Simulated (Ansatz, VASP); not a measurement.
Two plane-wave programs on Os

INCAR

```
SYSTEM = Os
PREC = Accurate
ENCUT = 520
EDIFF = 1E-7
ISMEAR = -1
SIGMA = 0.01
LREAL = .False.
LASPH = .True.
NELM = 60
ALGO = Normal
ISIF = 2
LWAVE = .False.
LCHARG = .True.
GGA = PE
LELF = .True.
LVHAR = .True.
NBANDS = 15
```

KPOINTS

```
regular mesh
0
Gamma
  13 13 7
  0 0 0
```

Contents of POSCAR:

```
Os
1.0
    2.7559294133      0.0000000000      0.0000000000
   -1.3779647066      2.3867048830      0.0000000000
    0.0000000000      0.0000000000      4.3426533301
Os
2
Direct
    0.3333333333      0.6666666667      0.2500000000
    0.6666666667      0.3333333333      0.7500000000
```

Input for Ansatz:

```yaml
crystal:
  lattice:
    - [2.7559294133, 0.0, 0.0]
    - [-1.3779647066, 2.386704883, 0.0]
    - [0.0, 0.0, 4.3426533301]
  atoms:
    - { symbol: Os, position: [0.3333333333, 0.6666666667, 0.25] }
    - { symbol: Os, position: [0.6666666667, 0.3333333333, 0.75] }
hamiltonian:
  xc: pbe
  pseudopotentials:
    kind: paw
    azcp:
      Os: "pseudopotentials/Os.paw.azcp"
basis:
  ecutwfc: 420
  fft_grid_basis: typed
kpoints:
  mp_grid: { grid: [13, 13, 7], shift: [0, 0, 0] }
magnetization:
  spin_polarized: false
scf:
  occupations: { method: fermi_dirac, width: 0.01 }
  lower_state_search: "off"
output:
  stress: true
  write_density: true
  write_potential: true
  elf: true
  volumetric_format: npy
```

Alike in both runs: task single point; functional PBE; k mesh 13 × 13 × 7; occupations fermi-dirac, width 0.01 eV; no spin polarisation.

|  | VASP | Ansatz |
| --- | --- | --- |
| version | VASP 6.6.1 | Ansatz 0.2.0 |
| potentials or method | VASP PAW PBE potentials, release 64 (Os) | plane waves (420 eV) with PAW, scalar-relativistic |
| plane-wave cutoff (eV) | 520 | 420 |
| valence electrons in the cell | 16 | 32 |

Ansatz gave:

- pressure (GPa): -0.3
- largest component of the traceless stress (GPa): 0.17

Q: Which values does VASP return?

A: Pressure (GPa): -0.4; largest component of the traceless stress (GPa): 0.28.

The two sets of potentials don't hold the same shells in valence.

Spin-orbit coupling is left out, which matters for the levels of Os.
